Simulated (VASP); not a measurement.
A run of VASP 6.6.1:

The input POSCAR:

```
Al15N16                                 
1.0
    6.2200008610      0.0000000000      0.0000000000
   -3.1100004305      5.3866787572      0.0000000000
    0.0000000000      0.0000000000      9.9600000000
  Al              N             
    15    16
Direct
     0.3331146716476620    0.1651624226357649    0.4992036955342257
     0.3392718262944857    0.6680966857561510    0.0027638012545474
     0.3343727958764507    0.6656886869166295    0.4995576936245865
     0.8306034543684866    0.1591889001244067    0.0027511201565806
     0.8326442102778702    0.1639747378117715    0.4994732988780932
     0.8302961987175812    0.6680228571805436    0.0027242574036790
     0.8326346164869615    0.6657497186046452    0.4994474716670167
     0.1634501233778597    0.3340587411157794    0.2494008668442960
     0.1667264940771656    0.3326975984112043    0.7489037784559052
     0.1632837058309857    0.8259591364212903    0.2493081088320908
     0.1666362419976589    0.8313232850722756    0.7489479368515667
     0.6710167381429393    0.3337822702716947    0.2492944197004784
     0.6683310930179590    0.3326920231956035    0.7487466948451159
     0.6661770558076190    0.8313660973657954    0.2517891150681876
     0.6672438709734577    0.8322507838000927    0.7484818012526707
     0.3323936178018934    0.1645015141116410    0.2149706527596212
     0.3338275325894412    0.1655774558886288    0.6912868878879729
     0.3345264892425262    0.6655565737764942    0.1922414284398009
     0.3350940241169227    0.6662311248941170    0.6882531394354927
     0.8318823210867649    0.1629714514162173    0.1921762338775482
     0.8332937263808310    0.1641334170422231    0.6881108869736201
     0.8316867050114539    0.6652998415391820    0.1921512111888124
     0.8332221473889933    0.6662635383450548    0.6881692270442415
     0.1660188582320353    0.3322719286495208    0.4409073220963176
     0.1499584505070383    0.3487466300923104    0.9360178420016527
     0.1659845585567727    0.8309375941168652    0.4408855285188899
     0.1499252923928163    0.7982595701742295    0.9361057400744924
     0.6673336804129617    0.3321602255918453    0.4409713439594812
     0.7008625128749634    0.3487818105160730    0.9359115460579177
     0.6665200854081090    0.8317748753467532    0.4404132058756510
     0.6667399011013400    0.8319005038151936    0.9403157434394418
```

Contents of INCAR.step1:

```
PREC = Accurate ; ENCUT = 450
EDIFF = 1E-5 ; ISMEAR = 0
SIGMA = 0.03 ; LREAL = Auto
LASPH = T ; NELM = 70
ALGO = Normal ; ISIF = 2
LWAVE = T ; LCHARG = F
ISPIN = 2 ; MAGMOM = 0 0 0 0 0 0 0 0 0 0 0 0 0 0 0 0.75 0 0 0 0 0 0 0 0 0.75 0 0.75 0 0.75 0 0
LORBIT = 11 ; NUPDOWN = 3
ISYM = -1 ; TIME = 0.4
NKRED = 2 ; GGA = PE
KPAR = 2
```

The input INCAR.step2:

```
PREC = Accurate ; ENCUT = 450
EDIFF = 1E-4 ; ISMEAR = 0
SIGMA = 0.03 ; LREAL = Auto
LASPH = T ; NELM = 70
ALGO = Damped ; ISIF = 2
LWAVE = F ; LCHARG = F
ISPIN = 2 ; MAGMOM = 0 0 0 0 0 0 0 0 0 0 0 0 0 0 0 0.75 0 0 0 0 0 0 0 0 0.75 0 0.75 0 0.75 0 0
LORBIT = 11 ; NUPDOWN = 3
GGA = PE ; LHFCALC = T
HFSCREEN = 0.2 ; PRECFOCK = Fast
ISYM = -1 ; TIME = 0.4
NKRED = 2 ; ISTART = 1
KPAR = 2
```

KPOINTS

```
regular mesh
0
Gamma
  2 2 2
```

Potentials or basis: VASP PAW PBE potentials, release 64 (Al, N).

Command:

```console
$ cat potpaw_PBE.64/Al/POTCAR potpaw_PBE.64/N/POTCAR > POTCAR
$ cp INCAR.step1 INCAR
$ mpirun -np 4 vasp_std > vasp.out
$ cp INCAR.step2 INCAR
$ mpirun -np 4 vasp_std > vasp.out
```

Hardware: 4 MPI ranks on Intel(R) Xeon(R) Platinum 8375C CPU @ 2.90GHz (Ice Lake), on a shared host.

Question: Estimate the wall time of this run.

Answer: Wall time 9.3 min on 4 MPI ranks on Intel(R) Xeon(R) Platinum 8375C CPU @ 2.90GHz (Ice Lake), on a shared host, peak memory 0.73 GiB a rank. Counts: scf iterations 17, k points 8.
